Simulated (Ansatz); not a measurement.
# SrCl2 (Fm-3m): from the cell to its phonons, part 3 of 3

Wanted: phonon frequencies of SrCl2 (Fm-3m) and what follows from them.

Ansatz 0.2.0; DFT LDA, scalar-relativistic, plane waves, norm-conserving pseudopotentials.

So far. Step 3 (Tight relaxation): The forces vanish by symmetry and the pressure is -0.004 GPa, within the tolerances set. The cell now holds 26.19 Å³/atom. Step 4 (Linear response at the zone centre): Before it was imposed, the acoustic sum rule was missed by 1.3e-4 eV/Å² and the charge sum rule by 1.5e-5 e. Small misses are needed for a sound result but don't prove that mesh and cutoff are converged. The lowest optical mode is real, 155 cm⁻¹. The relaxed cell has a = 6.799 Å (conventional setting).

## Step 5: Response at finite wavevector

Stability and thermal properties need the whole zone. Linear response on a 2×2×2 q mesh gives force constants as far as a supercell of that size would, and the tensors from the zone-centre run are typed in so that the long-range dipole term is interpolated apart.

Input file input.yaml:

```yaml
crystal:
  lattice:
    - [0.0, 3.3995957201, 3.3995957201]
    - [3.3995957201, 0.0, 3.3995957201]
    - [3.3995957201, 3.3995957201, 0.0]
  atoms:
    - { symbol: Sr, position: [0.0, 0.0, 0.0] }
    - { symbol: Cl, position: [0.25, 0.25, 0.25] }
    - { symbol: Cl, position: [0.75, 0.75, 0.75] }
kpoints:
  mp_grid: { grid: [6, 6, 6] }
hamiltonian:
  xc: lda
  pseudopotentials: { kind: nc }
scf:
  occupations: { method: fixed }
output:
  eigenvalues: true
phonons:
  method: dfpt
  qmesh: [2, 2, 2]
  temperatures: { t_max: 1000, t_step: 50 }
  qpath:
    path:
      - [[0.0, 0.0, 0.0], [0.5, 0.0, 0.5], [0.625, 0.25, 0.625]]
      - [[0.375, 0.375, 0.75], [0.0, 0.0, 0.0], [0.5, 0.5, 0.5], [0.5, 0.25, 0.75], [0.5, 0.0, 0.5]]
    npoints: 10
  non_analytic_term:
    high_frequency_dielectric_tensor: [[3.1294, 0.0, 0.0], [0.0, 3.1294, 0.0], [0.0, 0.0, 3.1294]]
    born_effective_charges:
      - { species: Sr, tensor: [[2.4889, 0.0, 0.0], [0.0, 2.4889, 0.0], [0.0, 0.0, 2.4889]] }
      - { species: Cl, tensor: [[-1.2445, 0.0, 0.0], [0.0, -1.2445, 0.0], [0.0, 0.0, -1.2445]] }
      - { species: Cl, tensor: [[-1.2445, 0.0, 0.0], [0.0, -1.2445, 0.0], [0.0, 0.0, -1.2445]] }
    source: "zone-centre run at this cell"
```

Launch:

```sh
$ ansatz run input.yaml --threads 4 --pin off --max-ram 7168MiB --backend cpu --events-out ev --progress --plain --runs-dir out
```

The log of the run:

```text
Warning: phonons: the dynamical matrix that this run interpolates holds no multipole term above the dipole-dipole one, and a site of this crystal is no centre of inversion, so its interpolated transverse optical and acoustic branches and sound speeds can stay off near Gamma, and the density of states and the thermodynamics with them. What a run solves at a wave vector of phonons.qpoints, Gamma apart, where the deck admits one, is free of this, and under fd what a larger phonons.supercell samples
[...]
Crystal: 3 atoms, lattice volume = 78.580 Å³
Basis set: ecut = 925.187132 eV, 5029 PW (Γ), exchange–correlation on 96×96×96 points (8 copies of the dense FFT grid, shifted against one another)
Bands: 16, of which v1, the nominal top of the filled ones, is band 12 counted from 1 (11 counted from 0)
Symmetry: 48 space group operations
k-points: 16 of 216
[...]
SCF iter   1: F=—  HF=-1834.005296 eV  |F-HF|=—  |Δ(HF+E_count)|=         —  Δρ=4.42e-2  dr2=2.91e0  ethr=3.10e-3  ⟨swp⟩=6.0  Hψ=1483  notcnv=0  defer=28
[...]
SCF iter   9: F=-1832.718642 eV  HF=-1832.718642 eV  |F-HF|=5.46e-12  |Δ(HF+E_count)|=  2.82e-11  Δρ=1.18e-7  dr2=7.65e-12  ethr=1.00e-12  ⟨swp⟩=9.7  Hψ=2441  notcnv=0
SCF 1 converged in 9 iterations: F = -1832.718642 eV  dr2 = 7.65e-12
[...]
DFPT response loops at q = (0, 0, 0) (fractional): preconditioner auto → none (the input reference at scf.mixing.eps_inf says where Resta's filter doesn't serve); β = 0.50; Broyden in place of MSR1
[...]
SCF converged after 9 iterations
Free energy (F): -1832.718642 eV
[...]
Internal energy: -1832.718642 eV  (E = F + TS)
E sigma→0 (E₀):  -1832.718642 eV
Fermi energy:    3.676386 eV
[...]
--- Band table (eV; the first three rows and the last of 16) ---
  k-point 0: bands = [... 8 lower, 1.2094, 3.3001, 3.3001, 3.3001, 8.8532, 9.4572, 9.4572, 12.4353]
  k-point 1: bands = [... 8 lower, 1.4387, 2.9332, 3.1216, 3.1216, 9.4918, 9.7147, 9.7147, 11.5324]
  k-point 2: bands = [... 8 lower, 1.8709, 2.3271, 2.7443, 2.7443, 10.0937, 10.0937, 10.3092, 11.7410]
  k-point 15: bands = [... 8 lower, 1.9170, 2.7186, 3.2685, 3.5931, 9.3047, 10.7628, 10.8093, 11.0919]
--- Phonons (Γ-DFPT): 2 representative perturbations + reference (Σ response iterations 6) ---
  ASR residual: 1.563e-4 → 0.000e0 eV/Å²; symmetrization residual: 1.569e-6 eV/Å²
  ASR residual per site (eV/Å²): 1.51e-4 1.56e-4 1.56e-4
  Γ frequencies (cm⁻¹): 0.00 0.00 0.00 155.32 155.32 155.32 191.53 191.53 191.53
--- Phonons (arbitrary-q DFPT): 3 irreducible q on the 2×2×2 mesh ---
  q = [0.0000, 0.0000, 0.0000] (star 1, of the zone-centre solve; hermiticity 9.03e-7, symmetrization 1.77e-14): -0.00 -0.00 -0.00 155.32 155.32 155.32 191.53 191.53 191.53
  q = [0.0000, 0.0000, -0.5000] (star 4, 2 solved perturbations on 68 of 216 k-point pairs; hermiticity 9.59e-7, symmetrization 4.52e-8, the responses' own estimated error 1.3e-4 eV/Å²): 69.14 69.14 140.14 168.35 168.35 172.61 172.95 172.95 185.69
  q = [0.0000, -0.5000, -0.5000] (star 3, 4 solved perturbations in 152 linear systems a pass and spin channel, the states on 46 of 216 k-point pairs; hermiticity 4.97e-7, symmetrization 6.59e-9, the responses' own estimated error 1.3e-4 eV/Å²): 84.25 84.25 90.12 116.04 116.04 158.70 200.74 200.74 216.83
  sum rule: each row above includes the acoustic sum rule's correction from the zone centre's row sums; it moved no ω² by more than (1.09 cm⁻¹)²
  mesh force constants: q→R imaginary residual 2.97e-17; ASR residual 1.563e-4 → 0.000e0 eV/Å²; symmetrization residual 4.441e-15 eV/Å²
  interpolated dispersion: 63 rows × 9 modes
  density of states and harmonic sums: on the 16×16×16 q-mesh, interpolated from the force constants of a 2×2×2 supercell (with the dipole–dipole term of supplied tensors)
  largest difference from the sums on the solved wave vectors: F 7.75e-2 eV, S 1.10e-4 and C_V 3.22e-5 eV/K
  zero-point energy: 0.080213 eV/cell   skipped modes (ω ≤ 0): 3   left out of the sums: 8.14e-5 of the cell's modes: C_V's classical limit lies that fraction below 3 k_B per atom; for a crystal, a wire or a layer, F and S can be off by more, and a phonons.interpolated_qmesh denser along its periods is the remedy for the sampling
```

The job ended after 34 s (4 threads of Arm Neoverse V1, shared host; peak memory 0.83 GiB; 2.2 min of CPU time).

This step gave:

| Quantity | Value |
| --- | --- |
| sum-rule residual before enforcement | 1.56e-4 eV/Å² |
| lowest frequency on the path | 0 cm⁻¹ |
| highest frequency on the path or at a solved wavevector | 236.1 cm⁻¹ |
| mean frequency | 143.8 cm⁻¹ |
| Debye temperature (second moment) | 282 K |
| logarithmic mean frequency | 133.7 cm⁻¹ |
| lowest mode on the q mesh (acoustic modes at Γ apart) | 69.14 cm⁻¹ |
| zero-point energy per atom | 26.74 meV |
| heat capacity at 300 K | 23.88 J/(mol atoms K) |
| vibrational entropy at 300 K | 36.56 J/(mol atoms K) |

Frequencies (cm⁻¹) solved at each irreducible wavevector; negative means imaginary. Frequencies by wavevector, by row:

```tsv
q in reciprocal lattice units	star	mode 1	mode 2	mode 3	mode 4	mode 5	mode 6	mode 7	mode 8	mode 9
0 0 0	1	0	0	0	155.3	155.3	155.3	191.5	191.5	191.5
0 0 -0.5	4	69.1	69.1	140.1	168.3	168.3	172.6	172.9	172.9	185.7
0 -0.5 -0.5	3	84.2	84.2	90.1	116	116	158.7	200.7	200.7	216.8
```

Interpolated from a 2×2×2 q mesh, with the LO-TO term (at Γ the limit along the path; where Γ stands inside the path, tables give the limit on arrival). The phonon branches at the labelled points (cm⁻¹):

```tsv
point	branch 1	branch 2	branch 3	branch 4	branch 5	branch 6	branch 7	branch 8	branch 9
Γ	0	0	0	155	155	192	192	192	236
halfway	52	52	107	139	139	152	198	198	229
X	84	84	90	116	116	159	201	201	217
halfway	84	92	93	119	120	155	199	199	215
U	83	100	109	122	129	151	194	195	212
jump to K	83	100	109	122	129	151	194	195	212
halfway	59	65	101	137	170	171	179	194	215
Γ	0	0	0	155	155	192	192	192	236
halfway	52	52	86	158	158	183	185	185	217
L	69	69	140	168	168	173	173	173	186
halfway	78	92	127	135	137	170	172	200	201
W	92	106	107	119	119	170	170	206	210
halfway	88	95	96	114	128	154	193	202	214
X	84	84	90	116	116	159	201	201	217
```

The phonon branches as a text plot (rows in cm⁻¹):

```
    231 |********                 *********
    221 |        ******          *         **                   *
    212 |              **********            *           *******
    202 |    ************                     *      ************
    192 |****            *******************   ** ****       **
    182 |  *                *** ****       ***** ***        *
    172 |   *                  **              *************
    162 |    **      **     **** ****       ***** **       *   **
    152 |****  *  ***  ***** **     ********       **       ***
    143 |    *** *          *    ***             *****
    133 |       *         **   **               *   ****    **
    123 |       ****   ********                *      ******  **
    113 |           ***   *    *              *         *  ******
    103 |      *  **    ****    *            *          ******
     93 |    **     ******  *                         ** ********
     84 |           ***********  *          *       ** **     ***
     74 |        ***         ***           *     ******
     64 |   *   *               * **          ***
     54 |      *                 *        * **
     44 |  * **                  ****      *
     34 |   *                     ***    **
     25 | **                        **   *
     15 | *                          *  *
      5 |*                            **
         Γ           X  U|K            Γ         L        W     X
```

The phonon density of states has structure finer than the step of the table below, so its rows give means over 5 cm⁻¹, whole bins alone (the curve runs from 1 to 237 cm⁻¹). Peaks (cm⁻¹: height): 83.0: 0.0645, 129.0: 0.0890, 153.0: 0.0712, 177.0: 0.0643, 193.0: 0.105.

Tetrahedra on a 16×16×16 mesh, mean over bins of 2 cm-1. Interpolated from a 2×2×2 q mesh. The phonon density of states by wavenumber; means over each step:

```tsv
wavenumber (cm⁻¹)	phonon density of states (1/cm⁻¹/cell)
5	6.1e-5
10	2.2e-4
15	7.7e-4
20	0.00141
25	0.00237
30	0.00362
35	0.00508
40	0.00712
45	0.00949
50	0.0128
55	0.0167
60	0.0226
65	0.0318
70	0.0492
75	0.0561
80	0.0606
85	0.0541
90	0.0337
95	0.0311
100	0.0351
105	0.0224
110	0.0236
115	0.0370
120	0.0618
125	0.0785
130	0.0853
135	0.0676
140	0.0509
145	0.0505
150	0.0608
155	0.0634
160	0.0520
165	0.0504
170	0.0388
175	0.0437
180	0.0526
185	0.0533
190	0.0792
195	0.0987
200	0.0966
205	0.0640
210	0.0532
215	0.0379
220	0.0210
225	0.0126
230	0.00778
```

Phonopy on the run's constants, 15x15x15 mesh, Gaussian sigma 2.0 cm-1. Interpolated from a 2×2×2 q mesh. Partial phonon density of states against wavenumber; read off at these points; values in 1/cm⁻¹/cell:

```tsv
wavenumber (cm⁻¹)	Cl	Sr
-5.0	0	0
0.0	7.9e-5	9.8e-5
5.0	0	9.4e-6
10.0	3.2e-5	3.6e-5
15.0	6.8e-4	8.7e-4
20.0	3.7e-4	4.9e-4
25.0	0.00127	0.00172
30.0	0.00158	0.00220
35.0	0.00151	0.00222
40.0	0.00336	0.00514
45.0	0.00331	0.00534
50.0	0.00507	0.00886
55.0	0.00552	0.0105
60.0	0.00723	0.0151
65.0	0.0103	0.0237
70.0	0.0125	0.0353
75.0	0.0140	0.0426
80.0	0.0129	0.0466
80.9	0.0125	0.0467
85.0	0.0115	0.0428
90.0	0.00899	0.0237
95.0	0.0157	0.0172
100.0	0.0210	0.0128
100.7	0.0216	0.0124
105.0	0.0157	0.00873
110.0	0.0157	0.00870
115.0	0.0262	0.0130
120.0	0.0382	0.0190
125.0	0.0461	0.0337
127.1	0.0495	0.0360
130.0	0.0427	0.0404
132.1	0.0435	0.0423
135.0	0.0420	0.0290
140.0	0.0353	0.0147
145.0	0.0381	0.0122
150.0	0.0414	0.0190
155.0	0.0393	0.0189
160.0	0.0474	0.0112
165.0	0.0352	0.00640
170.0	0.0383	0.00619
175.0	0.0422	0.0054
180.0	0.0452	0.00449
185.0	0.0486	0.00387
190.0	0.0753	0.00451
195.0	0.0912	0.00630
196.5	0.0925	0.00686
200.0	0.0891	0.00762
205.0	0.0612	0.00516
210.0	0.0459	0.00510
215.0	0.0332	0.00520
220.0	0.0159	0.00484
225.0	0.00868	0.00426
230.0	0.00488	0.00307
235.0	0.00162	0.00119
240.0	4.2e-5	2.9e-5
245.0	0	0
```

Harmonic thermodynamic functions per atom, from the density of states. Interpolated from a 2×2×2 q mesh. Thermodynamic functions, by row:

```tsv
T (K)	F_vib (meV/atom)	S (J/mol-atom/K)	C_V (J/mol-atom/K)
0	26.74	0	0
50	26.16	3.887	8.304
100	21.81	12.91	17.48
200	0.54	27.1	22.65
300	-32.74	36.56	23.88
400	-74.39	43.5	24.33
500	-122.4	48.96	24.55
600	-175.5	53.44	24.67
700	-232.9	57.25	24.74
800	-294	60.56	24.79
900	-358.3	63.48	24.82
1000	-425.5	66.1	24.84
```

Harmonic mean-square displacement, third of the trace. Interpolated from a 2×2×2 q mesh. Mean square displacements, by row:

```tsv
T (K)	Sr1 U_eq (Å²)	Cl2 U_eq (Å²)	Cl3 U_eq (Å²)
0	0.00204	0.00336	0.00336
100	0.00418	0.00522	0.00522
300	0.01136	0.01288	0.01288
600	0.02249	0.02521	0.02521
```

Symmetry leaves 3 wavevectors to solve. The lowest mode among them, the acoustic zeros apart, lies at q = (0, 0, -0.5) and is real, 69.1 cm⁻¹.

## Step 6: Another isotope, element Cl, natural mass 35.45 amu

An isotope changes the mass and not the force constants, so no new electronic calculation is needed; the shifts show which modes move this element.

The same force constants with the mass of Cl changed from 35.450 to 36.966 u (phonopy, no LO-TO term). Both lists are sorted by frequency; levels can cross, so a row need not hold one and the same mode. Modes under 3 cm⁻¹ are left out. Isotope shifts, by row:

```tsv
q	rank	natural mass (cm⁻¹)	changed mass (cm⁻¹)
0 0 0	4	155.3	153.6
0 0 0	5	155.3	153.6
0 0 0	6	155.3	153.6
0 0 0	7	191.5	187.6
0 0 0	8	191.5	187.6
0 0 0	9	191.5	187.6
0 0 -0.5	1	69.14	68.81
0 0 -0.5	2	69.14	68.81
0 0 -0.5	3	140.1	140
0 0 -0.5	4	168.3	164.9
0 0 -0.5	5	168.3	164.9
0 0 -0.5	6	172.6	169.2
0 0 -0.5	7	172.9	170.2
0 0 -0.5	8	172.9	170.2
0 0 -0.5	9	185.7	181.8
0 -0.5 -0.5	1	84.25	84.07
0 -0.5 -0.5	2	84.25	84.07
0 -0.5 -0.5	3	90.12	88.25
0 -0.5 -0.5	4	116	113.6
0 -0.5 -0.5	5	116	113.6
0 -0.5 -0.5	6	158.7	158.7
0 -0.5 -0.5	7	200.7	197
0 -0.5 -0.5	8	200.7	197
0 -0.5 -0.5	9	216.8	212.3
```

A mode of this element alone would shift by -2.07 %. The highest zone-centre frequency without the field goes from 191.5 to 187.6 cm⁻¹ (-2.1 %). The product of the frequency ratios over all optical modes at Γ is 0.907; the product rule, (m/m′)^(3k/2) (M′/M)^(3/2) with k = 2 such atoms and M the mass of the cell, gives 0.907.

## Step 7: Another isotope, element Sr, natural mass 87.62 amu

The same for Sr, from 87.62 to 85.91 u.

A mode of this element alone would shift by +0.99 %. The highest zone-centre frequency without the field goes from 191.5 to 191.5 cm⁻¹ (+0.0 %). The product of the frequency ratios over all optical modes at Γ is 1.013; the product rule, (m/m′)^(3k/2) (M′/M)^(3/2) with k = 1 such atoms and M the mass of the cell, gives 1.013.

## Step 8: Summary of results

| Item | Value |
| --- | --- |
| space group after relaxation (within 0.01 Å) | Fm-3m |
| volume per atom | 26.2 Å³ |
| gap on the k-mesh | 5.10 eV |
| highest optical mode at the zone centre (no LO-TO term) | 192 cm⁻¹ |
| top of the zone-centre spectrum with the field | 236 cm⁻¹ |
| lowest optical zone-centre mode | 155 cm⁻¹ |
| mean high-frequency dielectric constant | 3.13 |
| mean static dielectric constant | 7.23 |
| largest Born charge (third of the trace) | 2.49 e |
| lowest mode on the q mesh (acoustic modes at Γ apart) | 69.1 cm⁻¹ |
| highest frequency on the path or at a solved wavevector | 236 cm⁻¹ |
| zero-point energy per atom | 26.7 meV |
| heat capacity at 300 K | 23.9 J/(mol atoms K) |
| vibrational entropy at 300 K | 36.6 J/(mol atoms K) |
| Debye temperature (second moment) | 282 K |
| imaginary modes on the 2×2×2 q mesh | none |

**Reading.** The structure is a minimum as far as tested: no mode is imaginary at the 3 irreducible wavevectors of the 2×2×2 mesh, and the softest away from the acoustic zeros lies at 69 cm⁻¹. Without the field, the optical modes at Γ span 155 to 192 cm⁻¹. The highest mode in this list at Γ, 191.5 cm⁻¹, is mostly motion of Cl (100 % of the kinetic energy). With the macroscopic field of the longitudinal modes the top of the zone-centre spectrum lies at 236 cm⁻¹, against 192 cm⁻¹ without it. Lattice motion raises the mean dielectric constant from 3.129 to 7.233. The strongest infrared line is at 155 cm⁻¹. Averaged over orientations, the strongest Raman line at 532 nm and 300 K is at 192 cm⁻¹. The program warns that the interpolation holds no quadrupole term, so branches close to Γ can be off in this crystal. These are harmonic frequencies at zero temperature: anharmonic shifts, linewidths and thermal expansion are left out.

[Logs are printed without paths, hosts, clocks, repeated set-up lines and the standing remarks that a program may print on its own settings, such as how far it seeks lower states.]

[Hosts, paths, dates, database ids (printed as entryN), source tags and the programs' standing remarks are cut or masked in the printed files.]
